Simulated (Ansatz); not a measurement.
# A vibration from a frozen displacement in ZrSi$_{2}$

The calculation used DFT PBEsol, scalar-relativistic, plane waves, PAW in Ansatz 0.2.0. The runs took a 420 eV cutoff, a Γ-centred 14×14×14 mesh and Gaussian smearing (0.15 eV). No spin polarisation. Energies are free energies at this smearing, counted from the undisturbed cell; pressure is positive in compression.

The starting cell (relaxed at this level; it needn't be the usual structure):

```
CELL_PARAMETERS angstrom
1.83713 -7.28295 0.00000
1.83713 7.28295 0.00000
0.00000 0.00000 3.65677
ATOMIC_POSITIONS crystal
Zr 0.89528 0.10472 0.75000
Zr 0.10472 0.89528 0.25000
Si 0.55396 0.44604 0.75000
Si 0.44604 0.55396 0.25000
Si 0.25023 0.74977 0.75000
Si 0.74977 0.25023 0.25000
```

Every Si atom is moved by x along the Cartesian unit vector (0.707, -0.707, 0.000); the cell and all other atoms stay fixed. The cell's volume is 97.85 Å³; the moved atoms weigh 112.340 u together and the others 182.448 u.

```csv
x (Å),ΔE (meV/cell),total force on the moved atoms along the move (eV/Å),pressure (GPa)
-0.1000,111.09,2.2332,0.4709
-0.0500,27.66,1.1080,0.1111
0.0000,0.00,0.0000,-0.0086
0.0750,62.35,-1.6676,0.2609
```

**Question.** What frequency belongs to this motion?

**Answer.** The force constant is k = −dF/dx = 22.190 eV/Å², from the parabola through x = -0.0500, 0 and 0.0750. In every cell the moved atoms swing against the rest, so the mass is μ = m₁m₂/(m₁ + m₂) = 69.529 u, and ν̃ = 521.5 cm⁻¹ × √(|k|/μ) = 295 cm⁻¹. The pattern needn't be a normal mode: ν̃² is then a weighted mean of the squared nonzero frequencies at the zone centre of this cell, so it lies between the lowest and the highest of them.

**Question.** How far does the harmonic law reach?

**Answer.** At x = -0.100 Å, kx²/2 = 110.95 meV against the computed 111.09 meV (+0.1 %): the well is still close to harmonic there.

In a metal these slopes depend on the k mesh and the smearing.

Cost: 4 runs of about 8.3 core-minutes in all, on Intel Xeon Processor @ 2.70GHz (shared hosts).